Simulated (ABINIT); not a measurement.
SnTe:

```xyz
2
Lattice="0.0000 3.1509 3.1509 3.1509 0.0000 3.1509 3.1509 3.1509 0.0000" Properties=species:S:1:pos:R:3 pbc="T T T"
Te    3.1509    3.1509    3.1509
Sn    0.0000    0.0000    0.0000
```

Base run:

```yaml
Program: ABINIT 10.8.3 (patched build)
Functional: AM05
Potentials_or_basis: JTH PAW PBE v2.0
Cutoff: 707 eV
k_mesh: 7 × 7 × 7
Occupations: fermi-dirac, width 0.05 eV
Spin: no spin polarisation
```

Its results: pressure -0.4 GPa.

Problem. The run is repeated on the same cell with these changes: functional from AM05 to LDA. What comes out?

Solution. Pressure -1.8 GPa.

LDA binds more tightly than AM05, so the same cell stands under less pressure.

Caveats: the PAW data sets were made with another functional, which shifts forces and pressure a little.
